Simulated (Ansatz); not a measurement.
**BN**

```
CELL_PARAMETERS angstrom
0.00000 1.80750 1.80750
1.80750 0.00000 1.80750
1.80750 1.80750 0.00000
ATOMIC_POSITIONS crystal
B 0.00000 0.00000 0.00000
N 0.75000 0.75000 0.75000
```

Atoms are numbered in the order listed.

The cell comes from COD entry 9008834, which wasn't checked; take it as a given geometry.

Levels of theory: DFT, PBEsol, all-electron LAPW, scalar-relativistic (Ansatz 0.2.0); DFT, PBEsol, PAW with Ansatz's default frozen-core files, scalar-relativistic (Ansatz 0.2.0).

For LAPW: a Γ-centred 13×13×13 k mesh, Fermi–Dirac smearing of 0.03 eV, basis error target 1 meV/atom, no spin polarisation. PAW takes a cutoff of 420 eV at this cell (files made with PBE, cores remade for this functional). The Ansatz runs share mesh, smearing and spin set-up. Values come from LAPW unless marked.

| Quantity | Value |
| --- | --- |
| Band gap | 4.28 eV, indirect from Γ to X (-0.5, -0.5, 0) |
| Löwdin charges (with 0.03 e of the cell spilling out of the atomic basis, so their sizes and signs hang on that basis) | B1 0.33, N2 -0.31 e |
| Pressure at this cell | -2.93 GPa |
| Volume per atom | 39.9 bohr³ |

**Question.** Smallest direct gap on the path: what does the calculation give?

**Answer.** 8.77 eV.

**Question.** Give the computed value. Bader charges (from the PAW run).

**Answer.** B1 +2.16, N2 -2.16 e.
